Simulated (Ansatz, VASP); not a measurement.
**GaAs in VASP and in Ansatz**

File INCAR:

```
PREC = Accurate
ENCUT = 520
EDIFF = 1E-6
ISMEAR = -1
SIGMA = 0.05
LREAL = False
LASPH = True
NELM = 60
ALGO = Normal
ISIF = 2
LWAVE = False
LCHARG = False
GGA = RP
IVDW = 12
NBANDS = 16
```

File KPOINTS:

```
regular mesh
0
Gamma
  8 8 8
```

POSCAR

```
GaAs
1.0
    0.0000000000      2.8455714065      2.8455714065
    2.8455714065      0.0000000000      2.8455714065
    2.8455714065      2.8455714065      0.0000000000
As Ga
1 1
Direct
    0.7500000000      0.7500000000      0.7500000000
    0.0000000000      0.0000000000      0.0000000000
```

File input.yaml:

```yaml
crystal:
  lattice:
    - [0.0, 2.8455714065, 2.8455714065]
    - [2.8455714065, 0.0, 2.8455714065]
    - [2.8455714065, 2.8455714065, 0.0]
  atoms:
    - { symbol: As, position: [0.75, 0.75, 0.75] }
    - { symbol: Ga, position: [0.0, 0.0, 0.0] }
hamiltonian:
  xc: rpbe
  pseudopotentials: { kind: paw }
  dispersion: d3bj
kpoints:
  mp_grid: { grid: [8, 8, 8] }
scf:
  occupations: { method: fermi_dirac, width: 0.05 }
output:
  forces: true
  stress: true
  eigenvalues: true
```

Alike in both runs: task single point; functional RPBE; dispersion D3(BJ); k mesh 8 × 8 × 8; occupations fermi-dirac, width 0.05 eV; no spin polarisation.

|  | VASP | Ansatz |
| --- | --- | --- |
| version | VASP 6.6.1 | Ansatz 0.2.0 |
| potentials or method | VASP PAW PBE potentials, release 64 (As, Ga_d) | Ansatz PAW |
| plane-wave cutoff (eV) | 520 | 420 |
| valence electrons in the cell | 18 | 28 |

VASP gave:

| Quantity | Value |
| --- | --- |
| gap on the k mesh at the Fermi level (eV) | 0.50 |
| least direct gap on the mesh (eV) | 0.50 |
| pressure (GPa) | -6.6 |
| dispersion energy (meV/atom) | -1351.7 |

What did Ansatz give for the same quantities?

gap on the k mesh at the Fermi level (eV): 0.49; least direct gap on the mesh (eV): 0.49; pressure (GPa): -6.8; dispersion energy (meV/atom): -1351.8.

The two sets of potentials don't hold the same shells in valence.

Caveats: the PAW data sets were made with another functional, which shifts forces and pressure a little (VASP); the PAW data sets come from PBE, with cores solved anew for the run's functional, which leaves a small shift of forces and pressure (Ansatz).
